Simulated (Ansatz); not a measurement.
## Strain and the gap of PbF2 (Fm-3m)

A 3-atom cell of PbF2 started from a crystallographic database, relaxed with r2SCAN+rVV10 in the PAW code Ansatz. It is cubic, Fm-3m (No. 225); a = 5.892 Å in the conventional setting, 17.04 Å³ an atom. Around Pb lie 8 F at 2.55 Å; around F lie 4 Pb at 2.55 Å.

The axes x, y and z are those of this cell:
```yaml
crystal:
  lattice:
    - [0.00000, 2.94581, 2.94581]
    - [2.94581, 0.00000, 2.94581]
    - [2.94581, 2.94581, 0.00000]
  atoms:
    - { symbol: Pb, position: [0.00000, 0.00000, 0.00000] }
    - { symbol: F, position: [0.25000, 0.25000, 0.25000] }
    - { symbol: F, position: [0.75000, 0.75000, 0.75000] }
```

Unstrained: With PBE the valence top lies at W and the conduction bottom at X, 4.415 eV higher; the smallest vertical gap, at X, is 4.563 eV. The r2SCAN gap is indirect, 4.924 eV (W to X), below the direct gap of 5.069 eV at X. The HSE06 gap is indirect, 5.713 eV (W to X), below the direct gap of 5.849 eV at X. Meshes: PBE 8×8×8, r2SCAN 8×8×8, HSE06 6×6×6. Strains are changes of length per length. After each strain the atoms were relaxed again with r2SCAN+rVV10 within the symmetry that the strain leaves, so tilts or polar shifts that break it weren't tested; points keep the names that they have in the unstrained zone. No spin polarisation and no zero-point or thermal motion.

Changes of the least gap in eV (an overlap counts as a negative gap):
```json
{"strain": "uniaxial +4.46 % along z", "volume change (%)": "+4.5", "space group": "I4/mmm", "PBE": "-0.109", "r2SCAN": "-0.110", "HSE06": "-0.093"}
{"strain": "uniaxial +1.88 % along x", "volume change (%)": "+1.9", "space group": "I4/mmm", "PBE": "-0.039", "r2SCAN": "-0.038", "HSE06": "-0.030"}
{"strain": "biaxial +4.74 % in x and y, z held", "volume change (%)": "+9.7", "space group": "I4/mmm", "PBE": "-0.158", "r2SCAN": "-0.153", "HSE06": "-0.106"}
{"strain": "uniaxial +0.38 % along y", "volume change (%)": "+0.4", "space group": "I4/mmm", "PBE": "-0.007", "r2SCAN": "-0.006", "HSE06": "-0.005"}
```

Uniaxial +4.46 % along z, other directions held. HSE06: the gap goes from 5.713 to 5.620 eV (-0.093 eV); the edges go from W → X to (1/3, -1/2, -1/6) → X. Stress change with PBE, compression positive: xx -2.66, yy -2.66, zz -5.03 GPa.

Uniaxial +1.88 % along x, other directions held. HSE06: the gap goes from 5.713 to 5.683 eV (-0.030 eV); the edges go from W → X to (0.219, 0.490, -0.281) → X. Stress change with PBE, compression positive: xx -2.20, yy -1.22, zz -1.22 GPa.

Biaxial +4.74 % in x and y, z held. HSE06: the gap goes from 5.713 to 5.607 eV (-0.106 eV); the W points, equivalent before, split by 145 meV, and the valence top lies at those like (1/4, -1/4, -1/2); the X points, equivalent before, split by 105 meV, and the conduction bottom lies at those like (1/2, 1/2, 0). Stress change with PBE, compression positive: xx -7.34, yy -7.34, zz -4.85 GPa.

Uniaxial +0.38 % along y, other directions held. HSE06: the gap goes from 5.713 to 5.708 eV (-0.005 eV); the edges go from W → X to (0.255, -0.245, -1/2) → X. Stress change with PBE, compression positive: xx -0.26, yy -0.46, zz -0.26 GPa.

Spin-orbit coupling is left out; in compounds of Pb, Bi, Tl or Hg it can lower a gap by up to about 1 eV, split its edges or invert the bands.

Where an edge lies off the special points, it is a point of the mesh or the k point where a search put PBE's edge or least direct gap, reused for the other functionals, whose own edges may lie a little apart.

Coordinates of k points refer to the reciprocal vectors of the primitive cell of the runs.

The meshes of the hybrids are coarse, so their gaps aren't converged to the digits shown.
